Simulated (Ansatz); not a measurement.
# Ta2NS2 MXene monolayer in a perpendicular field, part 2 of 4

Wanted: the out-of-plane response of the Ta2NS2 MXene monolayer. A positive field points along +c.

Ansatz 0.2.0; plane-wave DFT, PBE-D3(BJ), Ansatz PAW.

So far. Step 2 (Relaxing the slab): The lattice constant a goes from 3.155 to 3.284 Å.

## 3. Single point, field 0

A sawtooth potential applies the field, turning back in the middle of the vacuum. With the dipole correction the typed value is the field outside the slab. The induced dipole is small, so the SCF threshold is tight.

The cell differs from the one that the last finished run ended in (c 43.244 → 23.457 Å).

File input.yaml:

```yaml
crystal:
  lattice:
    - [3.2836587501, 0.0, 0.0]
    - [-1.6418293751, 2.843731895, 0.0]
    - [0.0, 0.0, 23.4570794682]
  atoms:
    - { symbol: S, position: [0.3333333333, 0.6666666667, 0.3836794778] }
    - { symbol: Ta, position: [0.6666666667, 0.3333333333, 0.451467435] }
    - { symbol: "N", position: [0.0, 0.0, 0.5] }
    - { symbol: Ta, position: [0.3333333333, 0.6666666667, 0.548532565] }
    - { symbol: S, position: [0.6666666667, 0.3333333333, 0.6163205222] }
kpoints:
  mp_grid: { grid: [18, 18, 1] }
  band_path:
    path: [[0, 0, 0], [0.5, 0, 0], [0.33333333, 0.33333333, 0], [0, 0, 0]]
    npoints: 16
hamiltonian:
  xc: pbe
  dispersion: d3bj
scf:
  occupations: { method: fermi_dirac, width: 0.05 }
  convergence: { dr2_threshold: 1.0e-10 }
efield:
  axis: 3
  dipole_correction: true
  ramp_position: 0.97
  ramp_width: 0.06
  amplitude: 0
output:
  dos: { projected: true, e_range: [-6, 5] }
  bader: true
  write_potential: true
  write_density: true
  volumetric_format: npy
  elf: true
```

Started as:

```
> ansatz run input.yaml --threads 4 --pin off --max-ram 6144MiB --backend cpu --events-out ev --progress --plain --runs-dir out
```

Numbers of over 12 decimals in the logs are rounded to 6 here.

The program printed:

```text
[...]
Crystal: 5 atoms, lattice volume = 219.039 Å³
Basis set: ecut = 420 eV, 4363 PW (Γ)
Bands: 27, of which v1, the nominal top of the filled ones, is band 22 counted from 1 (21 counted from 0)
Symmetry: 6 space group operations
k-points: 37 of 324 (time reversal used)
[...]
SCF iter   1: F=—  HF=-22059.515507 eV  |F-HF|=—  |Δ(HF+E_count)|=         —  Δρ=3.13e-3  dr2=1.02e-1  ethr=1.77e-3  p=0.000 e·Å  D=7.45e-14 V/Å  ΔV_dip=-0.00 eV  dr2_dipole=3.69e-10  V_vac-E_F(+/−)=5.54/5.54 eV  ⟨swp⟩=9.3  Hψ=6057  notcnv=0
efield: sawtooth ramp at fractional position 0.9700 (set: `efield.ramp_position`, or a place that a band, a saddle search or an elastic batch's reference lends), width 0.0600; the density the first Hamiltonian is built on has a dipole p = 0.000 e·Å; the dipole correction subtracts the counter field D = 7.45e-14 V/Å, which shifts the + side's vacuum level by -0.00 eV against the − side's; the planar-averaged density in the ramp window peaks in size at 1.5e-5 e/Å³
[...]
SCF iter   2: F=—  HF=-22059.515308 eV  |F-HF|=—  |Δ(HF+E_count)|=   1.99e-4  Δρ=2.25e-3  dr2=7.61e-2  ethr=2.37e-4  p=0.000 e·Å  D=5.40e-6 V/Å  ΔV_dip=-0.00 eV  dr2_dipole=7.49e-9  V_vac-E_F(+/−)=4.80/4.80 eV  ⟨swp⟩=4.1  Hψ=2051  notcnv=0  defer=8
[...]
SCF iter   9: F=-22059.504762 eV  HF=-22059.504762 eV  |F-HF|=2.55e-11  |Δ(HF+E_count)|=   1.06e-9  Δρ=1.16e-7  dr2=5.41e-11  ethr=1.00e-12  p=0.000 e·Å  D=5.13e-7 V/Å  ΔV_dip=-0.00 eV  dr2_dipole=8.86e-12  V_vac-E_F(+/−)=5.06/5.06 eV  ⟨swp⟩=6.1  Hψ=3290  notcnv=0
SCF 1 converged in 9 iterations: F = -22059.504762 eV  dr2 = 5.41e-11
[...]
NSCF: frozen V_eff on 49 k-points
efield: sawtooth ramp at fractional position 0.9700 (kept from the solve that this one continues, or follows in the run), width 0.0600; the density the first Hamiltonian is built on has a dipole p = 0.000 e·Å; the dipole correction subtracts the counter field D = 5.13e-7 V/Å, which shifts the + side's vacuum level by -0.00 eV against the − side's; the planar-averaged density in the ramp window peaks in size at 1.9e-6 e/Å³
[...]
SCF converged after 9 iterations
Free energy (F): -22059.504762 eV
[...]
Internal energy: -22059.493449 eV  (E = F + TS)
E sigma→0 (E₀):  -22059.499105 eV
Entropy (-TS):   -0.011313 eV (-2.263 meV/atom)
Fermi energy:    1.626307 eV
Dipole field:    D = -0.000003 V/Å  (p = -0.000004 e·Å, saw-weighted, corrected)
Work function:   Φ+ = 5.0559 eV   Φ− = 5.0558 eV
Levels:          The Fermi level and band energies are counted from a zero that moves with the ramp; work functions are not
[...]
--- Band table (eV; the first three rows and the last of 37) ---
  k-point 0: bands = [... 18 lower, 0.2354, 0.2354, 0.4969, 0.4969, 1.2494, 2.2877, 3.0487, 3.0487, ... 1 higher]
  k-point 1: bands = [... 18 lower, -0.2116, -0.0956, 0.5677, 0.8218, 1.3670, 2.4407, 3.0208, 3.1002, ... 1 higher]
  k-point 2: bands = [... 18 lower, -0.6479, -0.4510, 0.3211, 1.1716, 1.6301, 2.7042, 3.1327, 3.2919, ... 1 higher]
  k-point 36: bands = [... 18 lower, -2.2553, -2.2553, 1.4567, 1.4567, 2.1312, 4.1796, 4.1796, 4.5764, ... 1 higher]
--- Bader charges: 5 sites ---
  site symbol  charge [e]  shift [e]
     0      S     -0.8996     0.0026
     1     Ta      1.8070     0.0035
     2      N     -1.8148     0.0018
     3     Ta      1.8071     0.0035
     4      S     -0.8997     0.0026
  estimated error of the sums over rays = 8.8e-4 e
```

Run time: 15 s. Hardware: 4 threads of Intel Xeon Platinum 8488C (Sapphire Rapids), shared host; peak memory 0.77 GiB.

In the SCF lines HF is the Harris–Foulkes energy and dr2 the Hartree energy of the density residual, in eV; the loop may stop once dr2 is under the threshold and the program's other checks hold. Hψ counts applications of the Hamiltonian.

Numbers from this step:

```yaml
work_function_upper_face: 5.056 eV
dipole_along_the_normal: -4.01e-6 e·Å
```

Running mean over a fixed 2.8 Å (it still follows the layers) of the planar mean; the ramp of the sawtooth is left out. The electron's electrostatic potential energy less the Fermi level by z:

| z (Å) | electron's electrostatic potential energy less the Fermi level (eV) |
| --- | --- |
| 3.0 | 5.06 |
| 3.5 | 5.06 |
| 4.0 | 5.06 |
| 4.5 | 5.06 |
| 5.0 | 5.05 |
| 5.5 | 5.05 |
| 6.0 | 5.02 |
| 6.5 | 4.89 |
| 7.0 | 4.26 |
| 7.5 | 2.42 |
| 8.0 | 0.127 |
| 8.5 | -2.06 |
| 9.0 | -5.15 |
| 9.5 | -8.87 |
| 10.0 | -10.9 |
| 10.5 | -11.7 |
| 11.0 | -12.4 |
| 11.5 | -13.7 |
| 12.0 | -13.7 |
| 12.5 | -12.3 |
| 13.0 | -11.6 |
| 13.5 | -10.8 |
| 14.0 | -8.59 |
| 14.5 | -4.82 |
| 15.0 | -1.87 |
| 15.5 | 0.323 |
| 16.0 | 2.61 |
| 16.5 | 4.35 |
| 17.0 | 4.92 |
| 17.5 | 5.03 |
| 18.0 | 5.05 |
| 18.5 | 5.05 |
| 19.0 | 5.06 |
| 19.5 | 5.06 |
| 20.0 | 5.06 |
| 20.5 | 5.06 |

The density of states has structure finer than the step of the table below, so its rows give means over 0.2 eV, whole bins alone (the curve runs from -6 to 1.99 eV). Peaks (eV: height): -5.20: 10.2, -5.06: 6.82, -3.88: 8.25, -2.94: 11.0, -2.64: 5.73, 1.39: 6.52, 1.53: 5.80.

Density of states against energy, zero at the Fermi level; means over each step:

energy (eV), density of states (states/eV a cell) and a bar from the least value:
```
     -5.8        0.6 
     -5.6        2.2 #########
     -5.4        3.0 ##############
     -5.2        5.2 ##########################
     -5.0        3.3 ###############
     -4.8        1.0 ##
     -4.6        2.8 ############
     -4.4        3.5 ################
     -4.2        2.8 ############
     -4.0        2.7 ############
     -3.8        4.2 ####################
     -3.6        4.3 #####################
     -3.4        3.9 ##################
     -3.2        4.7 #######################
     -3.0        5.9 ##############################
     -2.8        3.6 #################
     -2.6        3.0 #############
     -2.4        2.1 #########
     -2.2        2.0 ########
     -2.0        1.5 #####
     -1.8        1.4 ####
     -1.6        1.4 ####
     -1.4        1.5 #####
     -1.2        1.9 #######
     -1.0        0.8 #
     -0.8        0.8 #
     -0.6        1.4 ####
     -0.4        1.3 ####
     -0.2        1.3 ####
      0.0        1.5 #####
      0.2        1.3 ####
      0.4        1.2 ###
      0.6        1.4 ####
      0.8        1.9 #######
      1.0        2.9 #############
      1.2        3.3 ###############
      1.4        5.0 #########################
      1.6        4.1 ####################
      1.8        2.6 ###########
```

Projected DOS per atom over height of the atomic layer and energy from the Fermi level. Layers: S Ta N Ta S from below.

Ten even steps from '0' (0.05 states/eV) to '9' (1.79 states/eV), each cell a mean:
```
05050
09290
06260
03030
02020
02020
02020
01010
01010
12021
11011
21012
42024
83138
82128
72027
52025
52025
21012
73137
42024
00000
```
Columns: height of the atomic layer (Å) from 9 to 14.5 (not evenly spaced); rows upwards: energy from the Fermi level (eV) from -5.96 to 1.96.

The electronic bands at the labelled points (eV, zero at the Fermi level):

```csv
point,band 19,band 20,band 21,band 22,band 23,band 24,band 25,band 26
Γ,-1.39,-1.39,-1.13,-1.13,-0.38,0.66,1.42,1.42
halfway,-2.83,-2.29,-2.23,0.24,0.57,1.23,2.22,2.60
M,-2.94,-2.62,-2.42,0.93,1.64,1.74,2.71,3.13
halfway,-3.59,-3.28,-1.49,0.99,1.15,1.79,2.88,3.06
K,-3.88,-3.88,-0.17,-0.17,0.50,2.55,2.55,2.95
halfway,-3.11,-2.91,-1.16,-0.75,1.37,1.92,2.15,2.65
Γ,-1.39,-1.39,-1.13,-1.13,-0.38,0.66,1.42,1.42
```

ELF in the ca plane at fractional y = 0.333, with atoms of Ta and S within 0.2 Å of it. It is the smooth field of the valence electrons, not physical close to the nuclei.

Values, 5 rows by 16 columns, each cell a mean:
```
0.00 0.00 0.00 0.00 0.00 0.02 0.20 0.37 0.45 0.41 0.25 0.33 0.75 0.84 0.49 0.05
0.00 0.00 0.00 0.00 0.00 0.00 0.04 0.13 0.49 0.50 0.24 0.46 0.37 0.78 0.67 0.10
0.00 0.00 0.00 0.00 0.00 0.03 0.21 0.37 0.47 0.42 0.24 0.34 0.74 0.84 0.50 0.05
0.00 0.00 0.00 0.00 0.01 0.15 0.61 0.72 0.32 0.31 0.30 0.22 0.41 0.33 0.08 0.00
0.00 0.00 0.00 0.00 0.01 0.15 0.63 0.74 0.33 0.33 0.31 0.20 0.39 0.30 0.06 0.00
```
Columns run along c (16.0 Å, from fractional 0.08 to 0.76 of the cell), rows up along a (3.3 Å). Atoms in or near the plane, at fractional coordinates: Ta at (0.45, 0.67), S at (0.62, 0.67).

Valence density in the ca plane at fractional y = 0.333, with atoms of Ta and S within 0.2 Å of it. It is the smooth field of the valence electrons, not physical close to the nuclei.

Ten steps, logarithmic in the rise over the least value, from '0' (0.0 e/Å³) to '9' (4.2 e/Å³), each cell a mean:
```
00000000000001234446776544444566653100000000
00000000000000123458998643345676764200000000
00000000000000122369999743345664665210000000
00000000000000123369999643345676664210000000
00000000000001233457897544344666653200000000
00000000000001244545665544444555542100000000
00000000000002345554444555565443321000000000
00000000000002345554344555665433211000000000
00000000000001345544444555554444431000000000
```
Columns run along c (16.0 Å, from fractional 0.13 to 0.82 of the cell), rows up along a (3.3 Å). Atoms in or near the plane, at fractional coordinates: Ta at (0.45, 0.67), S at (0.62, 0.67).

Electrostatic potential energy in the ca plane at fractional y = 0.333, with atoms of Ta and S within 0.2 Å of it. With pseudopotentials it is smooth inside the atoms' cores, unlike the true potential.

Ten even steps from '0' (-38 eV) to '9' (7 eV), each cell a mean:
```
99999999999999999874224788777764589999999999
99999999999999999851001478888610158999999999
99999999999999999840000378888402138999999999
99999999999999999850000478888501038999999999
99999999999999999863002688888742369999999999
99999999999999998886556787667877899999999999
99999999999999987788888876556789999999999999
99999999999999987788888876545789999999999999
99999999999999988887777887656788999999999999
```
Columns run along c (16.0 Å, from fractional 0.13 to 0.82 of the cell; values clipped at the 3rd and 97th percentile), rows up along a (3.3 Å). Atoms in or near the plane, at fractional coordinates: Ta at (0.45, 0.67), S at (0.62, 0.67).

The work function of the upper face is 5.06 eV.

## 4. Atoms held, field 0.05 V/Å

Edit input.yaml of step 3 so:

```diff
@@ -27,6 +27,4 @@
   ramp_width: 0.06
-  amplitude: 0
+  amplitude: 0.05
 output:
-  dos: { projected: true, e_range: [-6, 5] }
-  bader: true
   write_potential: true
@@ -34,2 +32 @@
   volumetric_format: npy
-  elf: true
```

The program printed:

```text
[...]
Crystal: 5 atoms, lattice volume = 219.039 Å³
Basis set: ecut = 420 eV, 4363 PW (Γ)
Bands: 27, of which v1, the nominal top of the filled ones, is band 22 counted from 1 (21 counted from 0)
Symmetry: 6 space group operations
k-points: 37 of 324 (time reversal used)
[...]
k-point 0: bands = [... 18 lower, 0.2353, 0.2353, 0.4968, 0.4968, 1.2493, 2.2876, 3.0486, 3.0486, ... 1 higher]
  k-point 1: bands = [... 18 lower, -0.2116, -0.0957, 0.5676, 0.8217, 1.3669, 2.4406, 3.0207, 3.1001, ... 1 higher]
  k-point 2: bands = [... 18 lower, -0.6480, -0.4510, 0.3210, 1.1715, 1.6300, 2.7041, 3.1327, 3.2918, ... 1 higher]
  k-point 36: bands = [... 18 lower, -2.2617, -2.2490, 1.4551, 1.4580, 2.1311, 4.1791, 4.1800, 4.5763, ... 1 higher]
[key lines of the parts left out:]
SCF converged after 11 iterations
Free energy (F): -22059.505235 eV
Fermi energy:    1.626215 eV
Dipole field:    D = 0.015630 V/Å  (p = 0.018920 e·Å, saw-weighted, corrected)
```

Wall time 5.3 s (4 threads); peak memory 0.73 GiB; 20 s of CPU time.

The dipole is 0.0189 e·Å.

## 5. Single point, field -0.05 V/Å

Edit input.yaml of step 4 so:

```diff
@@ -27,3 +27,3 @@
   ramp_width: 0.06
-  amplitude: 0.05
+  amplitude: -0.05
 output:
```

The program printed:

```text
[...]
Crystal: 5 atoms, lattice volume = 219.039 Å³
Basis set: ecut = 420 eV, 4363 PW (Γ)
Bands: 27, of which v1, the nominal top of the filled ones, is band 22 counted from 1 (21 counted from 0)
Symmetry: 6 space group operations
k-points: 37 of 324 (time reversal used)
[...]
k-point 0: bands = [... 18 lower, 0.2353, 0.2353, 0.4968, 0.4968, 1.2493, 2.2876, 3.0486, 3.0486, ... 1 higher]
  k-point 1: bands = [... 18 lower, -0.2116, -0.0957, 0.5676, 0.8217, 1.3669, 2.4406, 3.0207, 3.1001, ... 1 higher]
  k-point 2: bands = [... 18 lower, -0.6480, -0.4510, 0.3210, 1.1715, 1.6300, 2.7041, 3.1327, 3.2918, ... 1 higher]
  k-point 36: bands = [... 18 lower, -2.2617, -2.2490, 1.4551, 1.4580, 2.1311, 4.1791, 4.1800, 4.5763, ... 1 higher]
[key lines of the parts left out:]
SCF converged after 11 iterations
Free energy (F): -22059.505235 eV
Fermi energy:    1.626215 eV
Dipole field:    D = -0.015630 V/Å  (p = -0.018920 e·Å, saw-weighted, corrected)
```

Run time: 5.5 s. Hardware: 4 threads; peak memory 0.71 GiB.

The dipole is -0.0189 e·Å.

## 6. Single point, field 0.1 V/Å

Edit input.yaml of step 5 so:

```diff
@@ -27,3 +27,3 @@
   ramp_width: 0.06
-  amplitude: -0.05
+  amplitude: 0.1
 output:
```

The program printed:

```text
[...]
Crystal: 5 atoms, lattice volume = 219.039 Å³
Basis set: ecut = 420 eV, 4363 PW (Γ)
Bands: 27, of which v1, the nominal top of the filled ones, is band 22 counted from 1 (21 counted from 0)
Symmetry: 6 space group operations
k-points: 37 of 324 (time reversal used)
[...]
k-point 0: bands = [... 18 lower, 0.2350, 0.2350, 0.4966, 0.4966, 1.2490, 2.2872, 3.0484, 3.0484, ... 1 higher]
  k-point 1: bands = [... 18 lower, -0.2119, -0.0959, 0.5673, 0.8215, 1.3666, 2.4403, 3.0205, 3.0999, ... 1 higher]
  k-point 2: bands = [... 18 lower, -0.6482, -0.4513, 0.3208, 1.1712, 1.6298, 2.7038, 3.1324, 3.2916, ... 1 higher]
  k-point 36: bands = [... 18 lower, -2.2684, -2.2428, 1.4534, 1.4593, 2.1308, 4.1784, 4.1802, 4.5760, ... 1 higher]
[key lines of the parts left out:]
SCF converged after 11 iterations
Free energy (F): -22059.506654 eV
Fermi energy:    1.625948 eV
Dipole field:    D = 0.031262 V/Å  (p = 0.037842 e·Å, saw-weighted, corrected)
```

The job ended after 6.5 s (4 threads; peak memory 0.72 GiB; 25 s of CPU time).

The dipole is 0.0378 e·Å.

## 7. Atoms held, field 0.2 V/Å

Edit input.yaml of step 6 so:

```diff
@@ -27,3 +27,3 @@
   ramp_width: 0.06
-  amplitude: 0.1
+  amplitude: 0.2
 output:
```

The program printed:

```text
[...]
Crystal: 5 atoms, lattice volume = 219.039 Å³
Basis set: ecut = 420 eV, 4363 PW (Γ)
Bands: 27, of which v1, the nominal top of the filled ones, is band 22 counted from 1 (21 counted from 0)
Symmetry: 6 space group operations
k-points: 37 of 324 (time reversal used)
[...]
k-point 0: bands = [... 18 lower, 0.2339, 0.2339, 0.4957, 0.4957, 1.2479, 2.2860, 3.0473, 3.0473, ... 1 higher]
  k-point 1: bands = [... 18 lower, -0.2129, -0.0969, 0.5664, 0.8205, 1.3655, 2.4390, 3.0194, 3.0988, ... 1 higher]
  k-point 2: bands = [... 18 lower, -0.6490, -0.4521, 0.3198, 1.1702, 1.6286, 2.7024, 3.1312, 3.2905, ... 1 higher]
  k-point 36: bands = [... 18 lower, -2.2820, -2.2309, 1.4495, 1.4612, 2.1297, 4.1765, 4.1800, 4.5748, ... 1 higher]
[key lines of the parts left out:]
SCF converged after 11 iterations
Free energy (F): -22059.512330 eV
Fermi energy:    1.624877 eV
Dipole field:    D = 0.062529 V/Å  (p = 0.075690 e·Å, saw-weighted, corrected)
```

Run time: 5.4 s. Hardware: 4 threads; peak memory 0.72 GiB; 20 s of CPU time.

The dipole is 0.0757 e·Å.

## 8. Atoms held, field 0.3 V/Å

Edit input.yaml of step 7 so:

```diff
@@ -27,4 +27,6 @@
   ramp_width: 0.06
-  amplitude: 0.2
+  amplitude: 0.3
 output:
+  dos: { projected: true, e_range: [-6, 5] }
+  bader: true
   write_potential: true
@@ -32 +34,2 @@
   volumetric_format: npy
+  elf: true
```

The program printed:

```text
[...]
Crystal: 5 atoms, lattice volume = 219.039 Å³
Basis set: ecut = 420 eV, 4363 PW (Γ)
Bands: 27, of which v1, the nominal top of the filled ones, is band 22 counted from 1 (21 counted from 0)
Symmetry: 6 space group operations
k-points: 37 of 324 (time reversal used)
[...]
k-point 36: bands = [... 18 lower, -2.2962, -2.2197, 1.4448, 1.4624, 2.1279, 4.1739, 4.1792, 4.5729, ... 1 higher]
--- Bader charges: 5 sites ---
  site symbol  charge [e]  shift [e]
     0      S     -0.9128     0.0025
     1     Ta      1.8046     0.0035
     2      N     -1.8148     0.0018
     3     Ta      1.8096     0.0035
     4      S     -0.8865     0.0026
  estimated error of the sums over rays = 8.4e-4 e
[key lines of the parts left out:]
SCF converged after 11 iterations
Free energy (F): -22059.521792 eV
Fermi energy:    1.623084 eV
Dipole field:    D = 0.093807 V/Å  (p = 0.113551 e·Å, saw-weighted, corrected)
```

Wall time 17 s (4 threads); peak memory 0.73 GiB; 68 s of CPU time.

The dipole is 0.114 e·Å.

(Continued in part 3 of 4.)

[Logs are printed without paths, hosts, clocks, repeated set-up lines and the standing remarks that a program may print on its own settings, such as how far it seeks lower states.]

[Hosts, paths, dates, database ids (printed as entryN), source tags and the programs' standing remarks are cut or masked in the printed files.]

[Maps of the electrostatic potential energy from Ansatz leave out the sawtooth potential of an applied field or a dipole correction, so their vacuum need not be flat; planar profiles and work functions include it.]

[The density of states shown here was stored with 400 of the rows of the run's finer table, so its peaks can read low, often by over a quarter, or be missed, and its means over a window can be off by a tenth or more.]
